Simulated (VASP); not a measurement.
## From an Ansatz input to VASP: Cu2O (strained database structure)

Ansatz input

```yaml
crystal:
  lattice:
    - [4.1186978892, 0.0, 0.0]
    - [0.0, 4.1186978892, 0.0]
    - [0.0, 0.0, 4.1186978892]
  atoms:
    - { symbol: Cu, position: [0.25, 0.25, 0.75] }
    - { symbol: Cu, position: [0.75, 0.25, 0.25] }
    - { symbol: Cu, position: [0.25, 0.75, 0.25] }
    - { symbol: Cu, position: [0.75, 0.75, 0.75] }
    - { symbol: O, position: [0.5, 0.5, 0.5] }
    - { symbol: O, position: [0.0, 0.0, 0.0] }
kpoints:
  mp_grid: { grid: [6, 6, 6] }
  band_path:
    path: [[0.0, 0.0, 0.0], [0.0, 0.5, 0.0], [0.5, 0.5, 0.0], [0.5, 0.5, 0.5]]
    npoints: 1
hamiltonian:
  xc: pbe
scf:
  occupations: { method: fermi_dirac, width: 0.02 }
  n_extra_bands: 5
output:
  forces: true
  stress: true
  eigenvalues: true
```

Problem. Which VASP files do the same job?

Solution. 

INCAR

```
NSW = 0
LWAVE = .FALSE.
NBANDS = 37
LREAL = .FALSE.
PREC = Accurate
ENCUT = 520
ISIF = 2
LCHARG = .FALSE.
ISMEAR = -1
SIGMA = 0.02
GGA = PE
LASPH = .TRUE.
IBRION = -1
EDIFF = 1E-7
NELM = 120
```

KPOINTS

```
KPOINTS created by Atomic Simulation Environment
0
Gamma
6 6 6
0 0 0
```

KPOINTS_OPT

```
special points
4
Reciprocal
0.0000000000 0.0000000000 0.0000000000 1
0.0000000000 0.5000000000 0.0000000000 1
0.5000000000 0.5000000000 0.0000000000 1
0.5000000000 0.5000000000 0.5000000000 1
```

POSCAR

```
Cu O
 1.0000000000000000
     4.1186978891999999    0.0000000000000000    0.0000000000000000
     0.0000000000000000    4.1186978891999999    0.0000000000000000
     0.0000000000000000    0.0000000000000000    4.1186978891999999
 Cu  O
   4   2
Cartesian
  1.0296744723000000  1.0296744723000000  3.0890234169000004
  3.0890234169000004  1.0296744723000000  1.0296744723000000
  1.0296744723000000  3.0890234169000004  1.0296744723000000
  3.0890234169000004  3.0890234169000004  3.0890234169000004
  2.0593489446000000  2.0593489446000000  2.0593489446000000
  0.0000000000000000  0.0000000000000000  0.0000000000000000
```

VASP ran with the recommended PBE PAW datasets (56 valence electrons in the cell). Other inputs would serve too.

|  | Ansatz | VASP |
| --- | --- | --- |
| gap between bands v and c | 0.79 eV | 0.79 eV |
| least direct gap | 0.79 eV | 0.79 eV |
| pressure | 19.4 GPa | 20.6 GPa |

The two codes use different PAW datasets and cutoffs. VASP's cell holds 56 valence electrons and Ansatz's 88. Ansatz's stress includes a Pulay correction; VASP's doesn't.
